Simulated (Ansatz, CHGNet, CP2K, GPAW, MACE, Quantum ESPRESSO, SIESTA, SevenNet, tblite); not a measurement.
## NbH2(331) slab (72 atoms): runs against a plane-wave reference

The cell holds 72 atoms: 24 Nb and 48 H. Cell: a = 9.680 Å, b = 7.215 Å, c = 21.851 Å, α = 90.0°, β = 90.0°, γ = 102.9°. It derives from NbH2 (fluorite-type). Fluorite-type NbH2 (a = 4.563 Å), (331) slab of 8 repeat layers, 3 x 1 surface cells, 14 Å of vacuum; atoms within 2.51 Å of the bottom held; not relaxed, displaced by a Gaussian of 0.02 Å. Then every atom was moved at random, 0.05 Å r.m.s. a Cartesian component (hydrogen 0.6 of that). Vacuum lies along c.

Geometry: as built.

The reference, a calculation:

| Item | Value |
| --- | --- |
| method | Kohn-Sham DFT, PBE, PAW, plane waves (Ansatz 0.2.0); cutoff 420 eV, Γ point, fermi-dirac smearing of 0.05 eV; PAW set soft_2 |
| r.m.s. force component | 0.6904 eV/Å |
| longest force | 2.906 eV/Å |
| SCF cycles | 10 |
| time | 12 s on 4 threads of Arm Neoverse V1, shared host |
| CPU time | 48 s |

Runs, in no order:
A. CP2K PBE, DZVP-MOLOPT (SR for Nb), 600/50 Ry, diagonalisation: Kohn-Sham DFT, PBE, GTH-PBE pseudopotentials, Gaussian and plane waves, DZVP-MOLOPT-GTH, diagonalisation
B. QE PBE, sssp-1.3.0-efficiency, 45/360 Ry: Kohn-Sham DFT, PBE, SSSP efficiency 1.3.0 pseudopotentials, plane waves
C. SevenNet l3i5 potential: machine-learned interatomic potential SevenNet l3i5, trained on PBE(+U) plane-wave data
D. CP2K PBE, DZVP-UZH, 420/50 Ry, diagonalisation: Kohn-Sham DFT, PBE, GTH-PBE pseudopotentials, Gaussian and plane waves, DZVP-MOLOPT (UZH set), diagonalisation

Q: Order them from the smallest to the largest r.m.s. force difference.

B, A, D, C.

| run | Δ force, r.m.s. (meV/Å) | share of r.m.s. force (%) | CPU time |
| --- | --- | --- | --- |
| B. QE PBE, sssp-1.3.0-efficiency, 45/360 Ry | 1.83 | 0.265 | 11 min |
| A. CP2K PBE, DZVP-MOLOPT (SR for Nb), 600/50 Ry, diagonalisation | 10.3 | 1.50 | 47 min |
| D. CP2K PBE, DZVP-UZH, 420/50 Ry, diagonalisation | 28.0 | 4.05 | 13 min |
| C. SevenNet l3i5 potential | 349 | 50.5 | 11 s |

Machine-learned potentials mimic data converged in k, so the reference's own k-point error enters their differences. The electronic-structure runs sample only Γ, in a cell whose shortest periodic width is 7 Å, which is coarse for a cell with partly filled levels.

[Hosts, paths, dates, database ids (printed as entryN), source tags and the programs' standing remarks are cut or masked in the printed files.]
